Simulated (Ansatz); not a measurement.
Crystal: SrVO3.

```xyz
5
Lattice="3.8409 0.0000 0.0000 0.0000 3.8409 0.0000 0.0000 0.0000 3.8409" Properties=species:S:1:pos:R:3 pbc="T T T"
Sr    1.9204    1.9204    1.9204
V     0.0000    0.0000    0.0000
O     0.0000    0.0000    1.9204
O     0.0000    1.9204    0.0000
O     1.9204    0.0000    0.0000
```

Base run:

```yaml
Program: Ansatz 0.2.0
Functional: PBEsol
Potentials_or_basis: Ansatz PAW
Cutoff: "420 eV (not typed: the program's choice for these potentials)"
k_mesh: 7 × 7 × 7
Occupations: fermi-dirac, width 0.05 eV
Spin: collinear spin, ferromagnetic start
Starting_moments: "[0.0, 2.0, 0.0, 0.0, 0.0] μB"
```

Its results: band gap on the k mesh none (metal or under the smearing width); pressure -4.7 GPa; net moment 0.00 μB per cell.

Q: The run is repeated on the same cell with these changes: functional from PBEsol to PBE; k mesh from 7 × 7 × 7 to 3 × 3 × 3. What comes out?

A: Band gap on the k mesh none (metal or under the smearing width); pressure 2.8 GPa; net moment 0.33 μB per cell; site moments Sr -0.00; V +0.24; O +0.01 μB.

Several settings changed at once, so the effect can't be laid on one alone.

Caveats: some runs use coarse meshes; semilocal functionals often make such compounds metallic where correlation or magnetic order opens a gap, which also shifts bond lengths; the PAW data sets come from PBE, with cores solved anew for the run's functional, which leaves a small shift of forces and pressure (some runs); the starting moments weren't kept (some runs).
